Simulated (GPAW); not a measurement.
# SiC (P6_3mc) in GPAW: convergence with response cutoff (eV)

Aim: find how far response cutoff (eV) must go before the results for SiC settle, at LDA. This setting moves, with any that are tied to it; all else stays.

Program: GPAW 26.7.0. These are calculated values, not measurements. Logs are shortened: lines on timing, memory, paths and dates and some standing lists are left out, and cuts for length are marked. The log counts tension as positive stress, the text compression.

## 1. The cell of the first run

The structure is hexagonal, space group P6_3mc (No. 186). The conventional cell has a = 3.156 Å, b = 3.156 Å, c = 10.332 Å, α = 90.00°, β = 90.00°, γ = 120.00°. Si (site symmetry 3m) is surrounded by 4 C at 1.93 to 1.94 Å. Si (site symmetry 3m) has 4 C at 1.93 to 1.94 Å as nearest neighbours. Around C (site symmetry 3m) lie 4 Si at 1.93 to 1.94 Å. C (site symmetry 3m) is surrounded by 4 Si at 1.93 to 1.94 Å.

The cell is a database's computed one.

The cell isn't the ideal one: volume scaled by 1.08.

## 2. With response cutoff (eV) 10

File run.py:

```python
import numpy as np
from ase.dft.bandgap import bandgap
from ase.io import read, write
from gpaw import GPAW, PW
from gpaw.response.df import DielectricFunction

atoms = read('SiC.xyz')

calc = GPAW(mode=PW(600),
            xc='LDA',
            kpts={'size': (8, 8, 2), 'gamma': True},
            occupations={'name': 'fermi-dirac', 'width': 0.001},
            nbands=32,
            convergence={'density': 1e-06},
            maxiter=150,
            txt='gpaw.txt')
atoms.calc = calc
energy = atoms.get_potential_energy()
calc.write('gs.gpw')
write('result.traj', atoms)
print(f'Energy: {energy:.6f} eV')
print('Fermi level:', round(calc.get_fermi_level(), 4), 'eV')
print(f'Gap: {bandgap(calc)[0]:.4f} eV, direct: {bandgap(calc, direct=True)[0]:.4f} eV')

for size in [(8, 8, 2)]:
    name = 'x'.join(str(n) for n in size)
    dense = calc.fixed_density(kpts={'size': size, 'gamma': True},
                               nbands=118, convergence={'bands': 112},
                               update_fermi_level=True, txt=f'dense-{name}.txt')
    dense.write(f'{name}.gpw', mode='all')
    df = DielectricFunction(f'{name}.gpw', frequencies=np.array([0.0]), hilbert=False, eta=0.001,
                            ecut=10, nbands=112, intraband=False, txt=f'df-{name}.txt')
    for xc in ['RPA']:
        for direction in ['x', 'y', 'z', [0, 1, 1], [1, 0, 1], [1, 1, 0]]:
            e0, e = df.get_macroscopic_dielectric_constant(xc=xc, direction=direction)
            print(f'{name} {xc} {direction}: {e0:.4f} without, {e:.4f} with local fields')
```

File SiC.xyz:

```xyz
8
Lattice="3.1556178092 0.0000000000 0.0000000000 -1.5778089045 2.7328451874 0.0000000000 0.0000000000 0.0000000000 10.3323379490" Properties=species:S:1:pos:R:3 pbc="T T T"
Si     0.0000000000      0.0000000000      1.9413882329
Si     0.0000000000      0.0000000000      7.1075572074
Si    -0.0000000001      1.8218967917      4.5239313056
Si     1.5778089048      0.9109483957      9.6901002801
C      0.0000000000      0.0000000000      0.0047533921
C      0.0000000000      0.0000000000      5.1709223666
C     -0.0000000001      1.8218967917      2.5810447804
C      1.5778089048      0.9109483957      7.7472137549
```

Potentials or basis: the program's PAW data sets (release 1.2.1) made for this functional, pw.

The run is started by

```sh
$ OMP_NUM_THREADS=1 python run.py
```

gpaw.txt:

```text
__  _  _
 | _ |_)|_||  |
 |__||  | ||/\| - 26.7.0

Input parameters:
  mode=PW(ecut=600.0),
  convergence={'density': 1e-06},
  kpts=MonkhorstPack(size=(8, 8, 2), gamma=True),
  maxiter=150,
  nbands=32,
  occupations=Occupations(name='fermi-dirac', width=0.001),
  xc=XC(name='LDA')

Diagonalizing LCAO Hamiltonian
Converting LCAO to pw mode

            Si

            C
       Si

         Si
       C

         C

       Si

       C

Atoms  # Å, Bohr magnetons
|   | symbol |         x |        y |        z |    initial magnetic moments |
|---|--------|-----------|----------|----------|-----------------------------|
| 0 |     Si |  0.000000 | 0.000000 | 1.941388 | ( 0.0000,  0.0000,  0.0000) |
| 1 |     Si |  0.000000 | 0.000000 | 7.107557 | ( 0.0000,  0.0000,  0.0000) |
| 2 |     Si | -0.000000 | 1.821897 | 4.523931 | ( 0.0000,  0.0000,  0.0000) |
| 3 |     Si |  1.577809 | 0.910948 | 9.690100 | ( 0.0000,  0.0000,  0.0000) |
| 4 |      C |  0.000000 | 0.000000 | 0.004753 | ( 0.0000,  0.0000,  0.0000) |
| 5 |      C |  0.000000 | 0.000000 | 5.170922 | ( 0.0000,  0.0000,  0.0000) |
| 6 |      C | -0.000000 | 1.821897 | 2.581045 | ( 0.0000,  0.0000,  0.0000) |
| 7 |      C |  1.577809 | 0.910948 | 7.747214 | ( 0.0000,  0.0000,  0.0000) |

Unit cell  # Å
| periodic |         x |        y |         z |   lengths |     angles |
|----------|-----------|----------|-----------|-----------|------------|
|      yes |  3.155618 | 0.000000 |  0.000000 |  3.155618 |  90.000000 |
|      yes | -1.577809 | 2.732845 |  0.000000 |  3.155618 |  90.000000 |
|      yes |  0.000000 | 0.000000 | 10.332338 | 10.332338 | 120.000000 |

Number of symmetries: 6
Symmetry operations  # r_c * U_cc + t_c -> r_c
|   | kind |            matrix            |
|---|------|------------------------------|
| 0 |  σ   |  1, 1, 0,  0,-1, 0,  0, 0, 1 |
| 1 |  E   |  1, 0, 0,  0, 1, 0,  0, 0, 1 |
| 2 |  C3  |  0, 1, 0, -1,-1, 0,  0, 0, 1 |
| 3 |  σ   |  0,-1, 0, -1, 0, 0,  0, 0, 1 |
| 4 |  σ   | -1, 0, 0,  1, 1, 0,  0, 0, 1 |
| 5 |  C3  | -1,-1, 0,  1, 0, 0,  0, 0, 1 |

BZ-sampling:
  Number of BZ points: 128
  Number of IBZ points: 20

  Monkhorst-Pack size: [8, 8, 2]
  Monkhorst-Pack shift: [0.0625, 0.0625, 0.25]

K-points  # in reciprocal-cell coordinates
|     |                                coordinates |     weight |
|-----|--------------------------------------------|------------|
|   0 | (  0.00000000,   0.00000000,   0.00000000) | 0.00781250 |
|   1 | (  0.00000000,   0.00000000,   0.50000000) | 0.00781250 |
|   2 | (  0.12500000,   0.00000000,   0.00000000) | 0.04687500 |
|   3 | (  0.12500000,   0.00000000,   0.50000000) | 0.04687500 |
|   4 | (  0.25000000,  -0.12500000,   0.00000000) | 0.04687500 |
|   5 | (  0.25000000,  -0.12500000,   0.50000000) | 0.04687500 |
|   6 | (  0.25000000,   0.00000000,   0.00000000) | 0.04687500 |
|   7 | (  0.25000000,   0.00000000,   0.50000000) | 0.04687500 |
|   8 | (  0.37500000,  -0.12500000,   0.00000000) | 0.09375000 |
|   9 | (  0.37500000,  -0.12500000,   0.50000000) | 0.09375000 |
| ... |                                            |            |
|  19 | (  0.50000000,   0.50000000,   0.50000000) | 0.02343750 |

Plane wave coefficients: 3029
Cutoff: 600.0 eV

Spin-components: 1 (collinear spins)
Bands:           32
Projectors:      40
Spin-degeneracy: 2
Datatype:        complex128

Density:
  Valence electrons: 32.0
  Components: 1
  Grid points: [18 18 60]
  Charge: 0.0  # |e|

Potential:
  Grid points: [18 18 60]

species:
  Si:
    name:    Silicon
    Z:       14.0
    valence: 4
    core:    10
    charge:  0.0  # [|e|]
    compensation charges:
      type: gauss
      rc: 0.33  # [Å]
      lmax: 2
    cutoffs:
      filter: 1.86  # [Å]
      core: 2.06  # [Å]
    projectors
    | kind |    occ | energy [eV] | rcut [Å] |
    |------|--------|-------------|----------|
    |   3s |  2.000 |     -10.878 |    1.058 |
    |   3p |  2.000 |      -4.162 |    1.058 |
    |    s |        |      16.334 |    1.058 |
    |    p |        |      23.049 |    1.058 |
    |    d |        |       0.000 |    1.058 |

    Using partial waves for Si as LCAO basis

  C:
    name:    Carbon
    Z:       6.0
    valence: 4
    core:    2
    charge:  0.0  # [|e|]
    compensation charges:
      type: gauss
      rc: 0.20  # [Å]
      lmax: 2
    cutoffs:
      filter: 1.14  # [Å]
      core: 1.14  # [Å]
    projectors
    | kind |    occ | energy [eV] | rcut [Å] |
    |------|--------|-------------|----------|
    |   2s |  2.000 |     -13.639 |    0.635 |
    |   2p |  2.000 |      -5.414 |    0.635 |
    |    s |        |      13.573 |    0.635 |
    |    p |        |      21.797 |    0.635 |
    |    d |        |       0.000 |    0.635 |

    Using partial waves for C as LCAO basis

Reference energy: -35510.062883  # eV

eigensolver:
  PPCG
  Converge bands: occupied
  niter=2

density mixing:
  MSR1-Mixer
  Pratt-step length: 0.05
  Maximum mixing coefficient: 0.75
  Old densities: 10
  SVD Regularization: 0.005
  Good broyden scale: 1.0
  Trust region scale: 1.0
  Backstep threshold: 4.0
  History deletion threshold: 6.0
  Fourier metric: weight=20.0, sigma=0.015

occupation numbers:
  Fermi-Dirac:
    width: 0.0010  # eV

poisson solver:
  ecut: 4800.0  # eV

xc functional:
  name: None

convergence criteria:
- Maximum integral of absolute [dens]ity change: 1e-06 electrons / valence electron
- Maximum [total energy] change in last 3 cyles: 0.0005 eV / valence electron
- Maximum integral of absolute [eigenst]ate change: 4e-08 eV^2 / valence electron
maximum number of iterations: 150

SCF iterations
|iter     | |      energy | eigst |  dens |
|---------|-|-------------|-------|-------|
|iter:   1| |  -72.310395 | -0.14 |       |
|iter:   2| |  -70.823041 | -2.12 | -0.57 |
|iter:   3| |  -65.981904 | -0.81 | -0.62 |
|iter:   4| |  -65.954409 | -2.88 | -1.32 |
|iter:   5| |  -65.954706 | -3.58 | -1.70 |
|iter:   6| |  -65.954855c| -5.39 | -2.65 |
|iter:   7| |  -65.954864c| -6.31 | -3.35 |
|iter:   8| |  -65.954862c| -7.09 | -3.85 |
|iter:   9| |  -65.954862c| -7.49c| -4.35 |
|iter:  10| |  -65.954862c| -8.10c| -5.01 |
|iter:  11| |  -65.954862c| -8.99c| -5.83 |
|iter:  12| |  -65.954862c| -9.78c| -6.38c|

Converged in 12 steps
Energy contributions relative to reference atoms: (reference = -35510.062883)

Energy contributions:
  Kinetic:          36.671957
  Coulomb:         -32.783673
  Zero:             -0.043816
  External:          0.000000
  Xc:              -69.799329
  Entropy:          -0.000000
  Spinorbit:         0.000000
  ----------------------------
  Free energy:     -65.954862
  Extrapolated:    -65.954862

dipole moment: (-13.075694, -22.647766, -12.178947)  # |e|*Ang

Fermi level: 8.612
Eigenvalues  # (at kpt = [0.000, 0.000, 0.000])
| band index |      eig [eV] | occ [0-2] |
|------------|---------------|-----------|
|          0 |        -7.569 |     2.000 |
|        ... |               |           |
|          8 |         6.105 |     2.000 |
|          9 |         6.556 |     2.000 |
|         10 |         6.556 |     2.000 |
|         11 |         6.687 |     2.000 |
|         12 |         6.687 |     2.000 |
|         13 |         7.211 |     2.000 |
[... 8 lines left out ...]
|         22 |        13.826 |     0.000 |
|         23 |        13.826 |     0.000 |
|        ... |               |           |
|         31 |        17.437 |     0.000 |

Gap: 2.149 eV
Transition (v -> c):
  (s=0, k=0, n=15, [0.00, 0.00, 0.00]) -> (s=0, k=18, n=16, [0.50, 0.50, 0.00])
Direct/indirect transitions are different
Direct gap: 3.250 eV
Transition at: (s=0, k=18, n=15, [0.50, 0.50, 0.00])
# Writing to gs.gpw (mode='')
```

df-8x8x2.txt:

```text
FrequencyGridDescriptor(from 0.000 to 0.000 eV, 1 points)
FrequencyGridDescriptor(from 0.000 to 0.000 eV, 1 points)

Calculating chi0 body with:
    Ground state adapter containing:
    Number of spins: 1
    Number of kpoints: 128
    Number of irreducible kpoints: 20
    Number of completely occupied states: 16
    Number of partially occupied states: 16

    Linear response parametrization:
    q_c: [0.0, 0.0, 0.0]
    Number of frequency points: 1
    Planewave cutoff: 10.0
    Number of bands: 112
    Number of planewaves: 5
    Broadening (eta): 0.001

Integrating chi0 body.

Symmetries of q_c:
    Direct symmetries (Uq -> q): 6
    Indirect symmetries (TUq -> q): 6
In total 12 allowed symmetries.

Integral kind: response function

Calculating chi0 optical extensions with:
    Ground state adapter containing:
    Number of spins: 1
    Number of kpoints: 128
    Number of irreducible kpoints: 20
    Number of completely occupied states: 16
    Number of partially occupied states: 16

    Linear response parametrization:
    Number of frequency points: 1
    Planewave cutoff: 10.0
    Number of bands: 112
    Number of planewaves: 5
    Broadening (eta): 0.001
Integrating chi0 head and wings.

Symmetries of q_c:
    Direct symmetries (Uq -> q): 6
    Indirect symmetries (TUq -> q): 6
In total 12 allowed symmetries.

Integral kind: response function wings

Finished calculating chi0
```

It took 8.2 min on 1 thread of Arm Neoverse V1, shared host; peak memory 0.49 GiB.

What came out:

| Property | Result |
| --- | --- |
| Free energy | -65.9549 eV |
| Band gap on the k mesh | 2.15 eV, indirect (least direct gap 3.25 eV) |
| Electronic dielectric tensor (diagonal) | 7.60, 7.60, 7.79 |

## 3. With response cutoff (eV) 20

run.py: that of step 2 with these lines changed.

```diff
@@ -31,3 +31,3 @@
     df = DielectricFunction(f'{name}.gpw', frequencies=np.array([0.0]), hilbert=False, eta=0.001,
-                            ecut=10, nbands=112, intraband=False, txt=f'df-{name}.txt')
+                            ecut=20, nbands=112, intraband=False, txt=f'df-{name}.txt')
     for xc in ['RPA']:
```

SiC.xyz is that of step 2.

Potentials or basis: the program's PAW data sets (release 1.2.1) made for this functional, pw.

The run is started by

```sh
$ OMP_NUM_THREADS=1 python run.py
```

It took 8.2 min on 1 thread of Arm Neoverse V1, shared host; peak memory 0.5 GiB.

Results:

```
Free energy                             : -65.9549 eV
Band gap on the k mesh                  : 2.15 eV, indirect (least direct gap 3.25 eV)
Electronic dielectric tensor (diagonal) : 7.60, 7.60, 7.79
```

## 4. With response cutoff (eV) 30

run.py: that of step 3 with these lines changed.

```diff
@@ -31,3 +31,3 @@
     df = DielectricFunction(f'{name}.gpw', frequencies=np.array([0.0]), hilbert=False, eta=0.001,
-                            ecut=20, nbands=112, intraband=False, txt=f'df-{name}.txt')
+                            ecut=30, nbands=112, intraband=False, txt=f'df-{name}.txt')
     for xc in ['RPA']:
```

SiC.xyz is that of step 3.

The run is started by

```sh
$ OMP_NUM_THREADS=1 python run.py
```

Wall time 8.2 min (1 thread of Arm Neoverse V1, shared host); peak memory 0.5 GiB.

Results (log left out):

| Item | Value |
| --- | --- |
| Free energy | -65.9549 eV |
| Band gap on the k mesh | 2.15 eV, indirect (least direct gap 3.25 eV) |
| Electronic dielectric tensor (diagonal) | 7.21, 7.21, 7.42 |

## 5. With response cutoff (eV) 50

run.py: that of step 4 with these lines changed.

```diff
@@ -31,3 +31,3 @@
     df = DielectricFunction(f'{name}.gpw', frequencies=np.array([0.0]), hilbert=False, eta=0.001,
-                            ecut=30, nbands=112, intraband=False, txt=f'df-{name}.txt')
+                            ecut=50, nbands=112, intraband=False, txt=f'df-{name}.txt')
     for xc in ['RPA']:
```

SiC.xyz is that of step 4.

The run is started by

```sh
$ OMP_NUM_THREADS=1 python run.py
```

Run time: 8.8 min. Hardware: 1 thread of Arm Neoverse V1, shared host; peak memory 0.5 GiB.

The run converged. Its results:

```
Free energy                             : -65.9549 eV
Band gap on the k mesh                  : 2.15 eV, indirect (least direct gap 3.25 eV)
Electronic dielectric tensor (diagonal) : 7.21, 7.21, 7.41
```

## 6. With response cutoff (eV) 80

run.py: that of step 5 with these lines changed.

```diff
@@ -31,3 +31,3 @@
     df = DielectricFunction(f'{name}.gpw', frequencies=np.array([0.0]), hilbert=False, eta=0.001,
-                            ecut=50, nbands=112, intraband=False, txt=f'df-{name}.txt')
+                            ecut=80, nbands=112, intraband=False, txt=f'df-{name}.txt')
     for xc in ['RPA']:
```

SiC.xyz is that of step 5.

Potentials or basis: the program's PAW data sets (release 1.2.1) made for this functional, pw.

The run is started by

```sh
$ OMP_NUM_THREADS=1 python run.py
```

Run time: 8.9 min. Hardware: 1 thread of Arm Neoverse V1, shared host; peak memory 0.51 GiB.

It converged, with:

```yaml
Free_energy: -65.9549 eV
Band_gap_on_the_k_mesh: 2.15 eV, indirect (least direct gap 3.25 eV)
Electronic_dielectric_tensor_diagonal: 7.10, 7.10, 7.25
```

## 7. With response cutoff (eV) 120

run.py: that of step 6 with these lines changed.

```diff
@@ -31,3 +31,3 @@
     df = DielectricFunction(f'{name}.gpw', frequencies=np.array([0.0]), hilbert=False, eta=0.001,
-                            ecut=80, nbands=112, intraband=False, txt=f'df-{name}.txt')
+                            ecut=120, nbands=112, intraband=False, txt=f'df-{name}.txt')
     for xc in ['RPA']:
```

SiC.xyz is that of step 6.

The run is started by

```sh
$ OMP_NUM_THREADS=1 python run.py
```

Run time: 8.4 min. Hardware: 1 thread of Arm Neoverse V1, shared host; peak memory 0.52 GiB.

The run converged. Its results:

```yaml
Free_energy: -65.9549 eV
Band_gap_on_the_k_mesh: 2.15 eV, indirect (least direct gap 3.25 eV)
Electronic_dielectric_tensor_diagonal: 6.95, 6.95, 7.15
```

## 8. With response cutoff (eV) 160

run.py: that of step 7 with these lines changed.

```diff
@@ -31,3 +31,3 @@
     df = DielectricFunction(f'{name}.gpw', frequencies=np.array([0.0]), hilbert=False, eta=0.001,
-                            ecut=120, nbands=112, intraband=False, txt=f'df-{name}.txt')
+                            ecut=160, nbands=112, intraband=False, txt=f'df-{name}.txt')
     for xc in ['RPA']:
```

SiC.xyz is that of step 7.

The run is started by

```sh
$ OMP_NUM_THREADS=1 python run.py
```

It took 8.3 min on 1 thread of Arm Neoverse V1, shared host; peak memory 0.54 GiB.

The run converged. Its results:

```
Free energy                             : -65.9549 eV
Band gap on the k mesh                  : 2.15 eV, indirect (least direct gap 3.25 eV)
Electronic dielectric tensor (diagonal) : 6.94, 6.94, 7.13
```

## 9. The series at a glance

| response cutoff (eV) | dielectric constant | SCF cycles | CPU time (s) | peak memory (GiB) |
| --- | --- | --- | --- | --- |
| 10 | 7.664 | 12 | 490 | 0.49 |
| 20 | 7.664 | 12 | 490 | 0.5 |
| 30 | 7.280 | 12 | 490 | 0.5 |
| 50 | 7.277 | 12 | 530 | 0.5 |
| 80 | 7.149 | 12 | 530 | 0.51 |
| 120 | 7.015 | 12 | 500 | 0.52 |
| 160 | 7.003 | 12 | 500 | 0.54 |

Against the tightest run, the dielectric constant stays within 0.05 from 120 on. The tightest run that finished is the yardstick and may itself not be fully converged.

Caveats: the long-wavelength limit can be off by a per cent or two.
